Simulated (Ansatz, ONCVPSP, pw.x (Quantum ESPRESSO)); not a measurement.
## pw.x on fcc Ti: one setting changed

Potential: optimised norm-conserving Vanderbilt (ONCV), ONCVPSP 4.0.1.1 (patched build), PBE; core [Ne], reference 3s2 3p6 3d2 4s2; waves: 3s+4s: rc 1.85 bohr, ncon 4, nbas 8, qcut 5.6 1/bohr, 2 projectors; 3p: rc 1.50 bohr, ncon 5, nbas 9, qcut 8.7 1/bohr, 1 projector; 3d: rc 1.60 bohr, ncon 4, nbas 7, qcut 10.9 1/bohr, 2 projectors, debl 3.9 Ha; local part: polynomial inside 1.10 bohr (lpopt 4, dvloc0 3 Ha); core correction: none.

The reference run (k-mesh 14³, cutoffs 105/420 Ry, Fermi–Dirac 0.01 Ry, mixing_beta 0.4, conv_thr 1e-9, no spin) gives -0.22 GPa at 17.482 Å³/atom, where all-electron LAPW gives -0.10 GPa. This run, with its own iteration cap, changes degauss to 0.002.

```
&control
  calculation='scf', prefix='x', pseudo_dir='./', outdir='./tmp', tstress=.true., disk_io='none'
/
&system
  ibrav=0, nat=1, ntyp=1, ecutwfc=105, ecutrho=420, nbnd=14,
  occupations='smearing', smearing='fd', degauss=0.002
/
&electrons
  conv_thr=1e-09, mixing_beta=0.4, electron_maxstep=50
/
ATOMIC_SPECIES
Ti 1.0 Ti.UPF
CELL_PARAMETERS angstrom
  0.00000000 2.05993590 2.05993590
  2.05993590 0.00000000 2.05993590
  2.05993590 2.05993590 0.00000000
ATOMIC_POSITIONS crystal
Ti 0.0000 0.0000 0.0000
K_POINTS automatic
14 14 14 0 0 0
```

```bash
pw.x < Ti.scf.in > Ti.scf.out
```

Q: How does the run end?

A: It converges in 7 iterations; the free energy moves by +51.7 meV/atom and the pressure by -0.49 GPa. In a metal, with Fermi–Dirac smearing, F lies below its zero-width value by a term in the square of the width.

```
Message from routine setup:
     using ibrav=0 with symmetry is DISCOURAGED, use correct ibrav instead
     lattice parameter (alat)  =       5.5051  a.u.
     unit-cell volume          =     117.9744 (a.u.)^3
     number of electrons       =        12.00
     number of Kohn-Sham states=           14
     kinetic-energy cutoff     =     105.0000  Ry
     charge density cutoff     =     420.0000  Ry
     scf convergence threshold =      1.0E-09
     Exchange-correlation= PBE
     number of k points=   104  Fermi-Dirac smearing, width (Ry)=  0.0020
     iteration #  1     ecut=   105.00 Ry     beta= 0.40
     total energy              =    -117.23266008 Ry
     estimated scf accuracy    <       0.04198893 Ry
     iteration #  2     ecut=   105.00 Ry     beta= 0.40
     total energy              =    -117.24027318 Ry
     estimated scf accuracy    <       0.00082024 Ry
     iteration #  3     ecut=   105.00 Ry     beta= 0.40
     total energy              =    -117.24033203 Ry
     estimated scf accuracy    <       0.00030032 Ry
     iteration #  4     ecut=   105.00 Ry     beta= 0.40
     total energy              =    -117.24033908 Ry
     estimated scf accuracy    <       0.00000218 Ry
     iteration #  5     ecut=   105.00 Ry     beta= 0.40
     total energy              =    -117.24033893 Ry
     estimated scf accuracy    <       0.00000064 Ry
     iteration #  6     ecut=   105.00 Ry     beta= 0.40
     total energy              =    -117.24033900 Ry
     estimated scf accuracy    <       0.00000001 Ry
     iteration #  7     ecut=   105.00 Ry     beta= 0.40
     the Fermi energy is    13.0854 ev
!    total energy              =    -117.24033901 Ry
     estimated scf accuracy    <          6.1E-10 Ry
     smearing contrib. (-TS)   =      -0.00038336 Ry
     The total energy is F=E-TS. E is the sum of the following terms:
     one-electron contribution =     -42.97390999 Ry
     hartree contribution      =      25.10900578 Ry
     xc contribution           =     -14.57303125 Ry
     ewald contribution        =     -84.80202019 Ry
     convergence has been achieved in   7 iterations
          total   stress  (Ry/bohr**3)                   (kbar)     P=       -7.09
     Message from routine punch:
     Nothing written, as per user request (disk_io='none')
```

The run took about 28 s on one core of a shared host (Neoverse-V2, 96 threads, 371 GiB, load 45).
